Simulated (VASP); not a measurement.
# Al (Fm-3m) in VASP: a series of runs

The runs below take Al through single point, with PBE.

Everything below comes from runs of VASP 6.6.1. Logs are shortened: lines on timing, memory, paths and dates and some standing lists are left out, and cuts for length are marked.

### Step 1. The crystal as given

Symmetry: Fm-3m, No. 225, cubic system. The conventional cell has a = 4.050 Å, b = 4.050 Å, c = 4.050 Å, α = 90.00°, β = 90.00°, γ = 90.00°. Al (site symmetry m-3m) is surrounded by 12 Al at 2.86 Å.

### Step 2. Single point, PBE

File INCAR:

```
SYSTEM = Al
PREC = Accurate
ENCUT = 400
EDIFF = 1E-7
ISMEAR = -1
SIGMA = 0.4
LREAL = .False.
LASPH = .True.
NELM = 100
ALGO = Normal
ISIF = 2
LWAVE = .False.
LCHARG = .False.
GGA = PE
NBANDS = 8
ADDGRID = .False.
```

File KPOINTS:

```
regular mesh
0
Gamma
  10 10 10
  0 0 0
```

File POSCAR:

```
Al
1.0
   -0.0142710000      2.0302060000      1.9470980000
    2.0319350000     -0.0386130000      1.9714400000
    2.0296090000      2.0522230000     -0.0362870000
Al
1
Direct
    0.0259050000     -0.0062880000     -0.0081470000
```

Potentials or basis: VASP PAW PBE potentials, release 64 (Al).

The run is started by

```sh
$ cat potpaw_PBE.64/Al/POTCAR > POTCAR
$ mpirun -np 1 vasp_std > vasp.out
```

OUTCAR:

```text
SYSTEM = Al
   PREC = Accurate
   ENCUT = 400
   EDIFF = 1E-7
   ISMEAR = -1
   LREAL = .False.
   LASPH = .True.
   NELM = 100
   ISIF = 2
   GGA = PE

 Found    504 irreducible k-points:

 Following reciprocal coordinates:
            Coordinates               Weight
  0.000000  0.000000  0.000000      1.000000
  0.100000  0.000000 -0.000000      2.000000
  0.200000  0.000000 -0.000000      2.000000
  0.300000  0.000000 -0.000000      2.000000
  0.400000  0.000000 -0.000000      2.000000
  0.500000  0.000000 -0.000000      1.000000
   k-points           NKPTS =    504   k-points in BZ     NKDIM =    504   number of bands    NBANDS=      8
   number of dos      NEDOS =    301   number of ions     NIONS =      1
   total plane-waves  NPLWV =   6480
   dimension x,y,z NGX =    18 NGY =   18 NGZ =   20
   dimension x,y,z NGXF=    36 NGYF=   36 NGZF=   40
   ions per type =               1
   NGX,Y,Z   is equivalent  to a cutoff of  10.64, 10.57, 11.52 a.u.
   NGXF,Y,Z  is equivalent  to a cutoff of  21.28, 21.14, 23.04 a.u.
 SYSTEM =  Al
   PREC   = accura    normal or accurate (medium, high low for compatibility)
   ISTART =      0    job   : 0-new  1-cont  2-samecut
   ICHARG =      2    charge: 1-file 2-atom 10-const
   ISPIN  =      1    spin polarized calculation?
   LNONCOLLINEAR =      F non collinear calculations
   LSORBIT =      F    spin-orbit coupling
   LASPH  =      T    aspherical Exc in radial PAW
   ENCUT  =  400.0 eV  29.40 Ry    5.42 a.u.   4.59  4.62  4.71*2*pi/ulx,y,z
   NELM   =    100;   NELMIN=  2; NELMDL= -5     # of ELM steps
   EDIFF  = 0.1E-06   stopping-criterion for ELM
   LREAL  =      F    real-space projection
   EDIFFG = 0.1E-05   stopping-criterion for IOM
   NSW    =      0    number of steps for IOM
   IBRION =     -1    ionic relax: 0-MD 1-quasi-New 2-CG
   NFREE  =      0    steps in history (QN), initial steepest desc. (CG)
   ISIF   =      2    stress and relaxation
   ISYM   =      2    0-nonsym 1-usesym 2-fastsym
   POTIM  = 0.5000    time-step for ionic-motion
   TEBEG  =    0.0;   TEEND  =   0.0 temperature during run
   PSTRESS=    0.0 pullay stress
   NELECT =       3.0000    total number of electrons
   NUPDOWN=      -1.0000    fix difference up-down
   EMIN   =  10.00;   EMAX   =-10.00  energy-range for DOS
   EFERMI =   0.00;   METHOD = LEGACY
   ISMEAR =    -1;   SIGMA  =   0.40  broadening in eV -4-tet -1-fermi 0-gaus
   EFERMI_NEDOS =   21; number of points for ismear=-14 and -15
   IALGO  =     38    algorithm
   IMIX   =      4    mixing-type and parameters
     AMIX     =   0.40;   BMIX     =  1.00
     AMIX_MAG =   1.60;   BMIX_MAG =  1.00
  volume/ion in A,a.u.               =      16.60       112.04
  Fermi-wavevector in a.u.,A,eV,Ry     =   0.925526  1.748991 11.654732  0.856599
  Thomas-Fermi vector in A             =   2.051390
   LORBIT       =      0    0 simple, 1 ext, 2 COOP (PROOUT), +10 PAW based schemes
   GGA     = PE    functional components
   LHFCALC =     F    Hartree Fock is set to
   AEXX    =    0.0000 exact exchange contribution
   IVDW    =     0    specifies the selected vdW correction
   LEPSILON=     F    determine dielectric tensor
   LRPA    =     F    only Hartree local field effects (RPA)
 non-spin polarized calculation
  energy-cutoff  :      400.00
  volume of cell :       16.60
 maximum number of plane-waves:       311
   NGX =  9   NGY =  9   NGZ =  9

 number of electron       3.0000000 magnetization

 Free energy of the ion-electron system (eV)
  ---------------------------------------------------
  ext. energy  EPLUGINS =         0.00000000
  ---------------------------------------------------
  free energy    TOTEN  =        -3.84646495 eV

  energy without entropy =       -3.63033389  energy(sigma->0) =       -3.73839942

 E-fermi :   7.9439     XC(G=0): -10.1736

 val. band max:        7.9296366131   @ k =   0.3000   0.4000   0.4000
 cond. band min:       7.9477246937   @ k =  -0.3000  -0.3000   0.4000
 fundamental gap:      0.0180880806
 Fermi energy:         7.9439495378

 k-point     1 :       0.0000    0.0000    0.0000
  band No.  band energies     occupation
      1      -3.1563      2.00000
      2      20.0473      0.00000
      3      20.4278      0.00000
      4      21.1367      0.00000
      5      21.4470      0.00000
      6      21.8573      0.00000
      7      22.4961      0.00000
      8      24.5324      0.00000

 k-point     2 :       0.1000    0.0000   -0.0000
  band No.  band energies     occupation
      1      -2.8826      2.00000
      2      17.4245      0.00000
      3      19.3466      0.00000
      4      20.0249      0.00000
      5      22.5399      0.00000
      6      22.5860      0.00000
      7      23.5538      0.00000
      8      25.3108      0.00000

 k-point     3 :       0.2000    0.0000   -0.0000
  band No.  band energies     occupation
      1      -2.0646      2.00000
      2      13.4256      0.00000
      3      18.5687      0.00000
      4      19.2543      0.00000
      5      22.3045      0.00000
      6      22.8840      0.00000
      7      23.8659      0.00000
      8      25.1409      0.00000

 k-point     4 :       0.3000    0.0000   -0.0000
  band No.  band energies     occupation
      1      -0.7116      2.00000
      2       9.7099      0.02390
      3      18.1861      0.00000
      4      18.9226      0.00000
      5      21.1207      0.00000
      6      22.1407      0.00000
      7      22.1838      0.00000
      8      25.8359      0.00000

 k-point     5 :       0.4000    0.0000   -0.0000
  band No.  band energies     occupation
      1       1.1613      2.00000
      2       6.4020      1.95853
      3      18.2374      0.00000
      4      19.0416      0.00000
      5      19.7294      0.00000
      6      20.6979      0.00000
      7      22.3710      0.00000
      8      24.2525      0.00000

 k-point     6 :       0.5000    0.0000   -0.0000
  band No.  band energies     occupation
      1       3.4122      1.99998
      2       3.6707      1.99995
      3      18.6596      0.00000
      4      18.8233      0.00000
      5      19.5892      0.00000
      6      19.7239      0.00000
      7      23.0492      0.00000
      8      23.0995      0.00000

 [... further k-points ...]

------------------------ aborting loop because EDIFF is reached ----------------------------------------

  FORCE on cell =-STRESS in cart. coord.  units (eV):
  Direction    XX          YY          ZZ          XY          YZ          ZX
  --------------------------------------------------------------------------------------
  -------------------------------------------------------------------------------------
  Total        0.0029819     -0.0198818      0.1310505      0.0165415      0.1060362      0.0246242
  in kB        0.2877551     -1.9186100     12.6464815      1.5962667     10.2325796      2.3762576
  external PRESSURE =       3.6718756 kB  Pullay stress =       0.0000000 kB

 VOLUME and BASIS-vectors are now :
 -----------------------------------------------------------------------------
  energy-cutoff  :      400.00
  volume of cell :       16.60
      direct lattice vectors                 reciprocal lattice vectors
    -0.014271000  2.030206000  1.947098000    -0.243600396  0.245440565  0.255882689
     2.031935000 -0.038613000  1.971440000     0.245113160 -0.237992671  0.249947439
     2.029609000  2.052223000 -0.036287000     0.245598817  0.239991210 -0.248434673

 POSITION                                       TOTAL-FORCE (eV/Angst)
 -----------------------------------------------------------------------------------
      4.03186      2.04973      1.97349        -0.000000      0.000000     -0.000000
 -----------------------------------------------------------------------------------
    total drift:                               -0.000000     -0.000004     -0.000001

  FREE ENERGIE OF THE ION-ELECTRON SYSTEM (eV)
  ---------------------------------------------------
  free  energy   TOTEN  =        -3.8464649477 eV

  energy  without entropy=       -3.6303338896  energy(sigma->0) =       -3.73839942
```

stdout:

```text
POSCAR found type information on POSCAR Al
 POSCAR found :  1 types and       1 ions
 scaLAPACK will be used
 LDA part: xc-table for (Slater+PW92), standard interpolation
 POSCAR, INCAR and KPOINTS ok, starting setup
 FFT: planning ... GRIDC
 FFT: planning ... GRID_SOFT
 FFT: planning ... GRID
 WAVECAR not read
 entering main loop
```

Wall time 18 s (1 thread of Intel Xeon 6975P-C (Granite Rapids), shared host); peak memory 0.14 GiB.

The run converged, but some of its settings lie outside the range that counts as converged, so its numbers aren't taken as properties of the crystal.

What came out:

| Quantity | Value |
| --- | --- |
| Free energy | -3.8465 eV |
| Pressure | 0.4 GPa |
| Band gap on the k mesh | none (metal or under the smearing width) |

### Step 3. Single point, PBE

INCAR: that of step 2 with these lines changed.

```diff
@@ -5,3 +5,3 @@
 ISMEAR = -1
-SIGMA = 0.4
+SIGMA = 0.2
 LREAL = .False.
```

KPOINTS is that of step 2.

File POSCAR:

```
Al
1.0
    0.0000000000      2.0248050000      2.0248050000
    2.0248050000      0.0000000000      2.0248050000
    2.0248050000      2.0248050000      0.0000000000
Al
1
Direct
    0.0000000000      0.0000000000      0.0000000000
```

Potentials or basis: VASP PAW PBE potentials, release 64 (Al).

The run is started by

```sh
$ cat potpaw_PBE.64/Al/POTCAR > POTCAR
$ mpirun -np 1 vasp_std > vasp.out
```

Wall time 3.3 s (1 thread of Intel Xeon 6975P-C (Granite Rapids), shared host); peak memory 0.11 GiB.

These settings aren't checked as converged: the numbers below hold their error.

What came out:

| Property | Result |
| --- | --- |
| Free energy | -3.7637 eV |
| Pressure | -0.3 GPa |
| Band gap on the k mesh | none (metal or under the smearing width) |

### Step 4. For comparison

An earlier run on the cell as given: functional PBE; potentials or basis VASP PAW PBE potentials, release 64 (Al); cutoff 520 eV; k mesh 11 × 11 × 11; occupations fermi-dirac, width 0.05 eV; no spin polarisation.

* Pressure: -0.5 GPa
* Band gap on the k mesh: none (metal or under the smearing width)
